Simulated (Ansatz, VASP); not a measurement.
La: VASP beside Ansatz

```
La
1.0
     3.10555    0.00000    0.00000
    -1.55277    2.68948    0.00000
     0.00000    0.00000    2.84906
La
1
Direct
  0.00000 0.00000 0.00000
```

Alike in both runs: functional PBEsol; k mesh 14 × 14 × 13; occupations fermi-dirac, width 0.08 eV; no spin polarisation.

Ansatz relaxed the structure, and its values are those at the end. VASP's run is a single point on that final structure, the one shown.

|  | VASP | Ansatz |
| --- | --- | --- |
| version | VASP 6.6.1 | Ansatz 0.2.0 |
| potentials or method | VASP PAW PBE potentials, release 64 (La) | PAW with Ansatz's default frozen-core files, scalar-relativistic |
| plane-wave cutoff (eV) | 520 | 420 |
| valence electrons in the cell | 11 | 11 |

Ansatz gave:

```
pressure (GPa) : 17.0
```

Problem. What did VASP give for the same quantities?

Solution. Pressure (GPa): 17.3.

Caveats: so large a pressure means that the cell lies far from this level's equilibrium, or that cutoff or potentials fall short (VASP); the potentials were made for another functional, which shifts forces and pressure (VASP). The runs have no spin-orbit coupling, so splittings on La are missing.
